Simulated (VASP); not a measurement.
Input of a VASP 6.6.1 run:

File INCAR:

```
PREC = Accurate ; ENCUT = 320
EDIFF = 1E-6 ; ISMEAR = -1
SIGMA = 0.05 ; LREAL = False
LASPH = True ; NELM = 80
ALGO = Normal ; ISIF = 2
LWAVE = False ; LCHARG = False
METAGGA = R2SCAN ; LMIXTAU = True
IBRION = 2 ; NSW = 40
EDIFFG = -0.02
```

Contents of KPOINTS:

```
regular mesh
0
Gamma
  6 6 6
```

POSCAR

```
Al
1.0
    7.9760000000      0.0000000000      0.0000000000
    0.0000000000      7.9760000000      0.0000000000
    0.0000000000      0.0000000000      7.9760000000
Al
31
Direct
    0.0000000000      0.0000000000      0.5000000000
    0.0000000000      0.5000000000      0.0000000000
    0.0000000000      0.5000000000      0.5000000000
    0.5000000000      0.0000000000      0.0000000000
    0.5000000000      0.0000000000      0.5000000000
    0.5000000000      0.5000000000      0.0000000000
    0.5000000000      0.5000000000      0.5000000000
    0.0000000000      0.2500000000      0.2500000000
    0.0000000000      0.2500000000      0.7500000000
    0.0000000000      0.7500000000      0.2500000000
    0.0000000000      0.7500000000      0.7500000000
    0.5000000000      0.2500000000      0.2500000000
    0.5000000000      0.2500000000      0.7500000000
    0.5000000000      0.7500000000      0.2500000000
    0.5000000000      0.7500000000      0.7500000000
    0.2500000000      0.0000000000      0.2500000000
    0.2500000000      0.0000000000      0.7500000000
    0.2500000000      0.5000000000      0.2500000000
    0.2500000000      0.5000000000      0.7500000000
    0.7500000000      0.0000000000      0.2500000000
    0.7500000000      0.0000000000      0.7500000000
    0.7500000000      0.5000000000      0.2500000000
    0.7500000000      0.5000000000      0.7500000000
    0.2500000000      0.2500000000      0.0000000000
    0.2500000000      0.2500000000      0.5000000000
    0.2500000000      0.7500000000      0.0000000000
    0.2500000000      0.7500000000      0.5000000000
    0.7500000000      0.2500000000      0.0000000000
    0.7500000000      0.2500000000      0.5000000000
    0.7500000000      0.7500000000      0.0000000000
    0.7500000000      0.7500000000      0.5000000000
```

Potentials or basis: VASP PAW PBE potentials, release 64 (Al).

Run with:

```console
$ cat potpaw_PBE.64/Al/POTCAR > POTCAR
$ mpirun -np 1 vasp_std > vasp.out
```

Problem. Estimate the energy gained by relaxing.

Solution. 1.5 meV/atom.

Problem. Predict the band gap on the k mesh.

Solution. None (metal or under the smearing width).

Final structure:
```cif
data_structure
_symmetry_space_group_name_H-M 'P 1'
_symmetry_Int_Tables_number 1
_cell_length_a 7.9760
_cell_length_b 7.9760
_cell_length_c 7.9760
_cell_angle_alpha 90.000
_cell_angle_beta 90.000
_cell_angle_gamma 90.000
_cell_volume 507.41
loop_
_atom_site_label
_atom_site_type_symbol
_atom_site_fract_x
_atom_site_fract_y
_atom_site_fract_z
_atom_site_occupancy
Al1 Al 0.00000 0.00000 0.50000 1
Al2 Al 0.00000 0.50000 0.00000 1
Al3 Al 0.00000 0.50000 0.50000 1
Al4 Al 0.50000 0.00000 0.00000 1
Al5 Al 0.50000 0.00000 0.50000 1
Al6 Al 0.50000 0.50000 0.00000 1
Al7 Al 0.50000 0.50000 0.50000 1
Al8 Al 0.00000 0.24679 0.24679 1
Al9 Al 0.00000 0.24679 0.75321 1
Al10 Al 0.00000 0.75321 0.24679 1
Al11 Al 0.00000 0.75321 0.75321 1
Al12 Al 0.50000 0.24987 0.24987 1
Al13 Al 0.50000 0.24987 0.75013 1
Al14 Al 0.50000 0.75013 0.24987 1
Al15 Al 0.50000 0.75013 0.75013 1
Al16 Al 0.24679 0.00000 0.24679 1
Al17 Al 0.24679 0.00000 0.75321 1
Al18 Al 0.24987 0.50000 0.24987 1
Al19 Al 0.24987 0.50000 0.75013 1
Al20 Al 0.75321 0.00000 0.24679 1
Al21 Al 0.75321 0.00000 0.75321 1
Al22 Al 0.75013 0.50000 0.24987 1
Al23 Al 0.75013 0.50000 0.75013 1
Al24 Al 0.24679 0.24679 0.00000 1
Al25 Al 0.24987 0.24987 0.50000 1
Al26 Al 0.24679 0.75321 0.00000 1
Al27 Al 0.24987 0.75013 0.50000 1
Al28 Al 0.75321 0.24679 0.00000 1
Al29 Al 0.75013 0.24987 0.50000 1
Al30 Al 0.75321 0.75321 0.00000 1
Al31 Al 0.75013 0.75013 0.50000 1
```
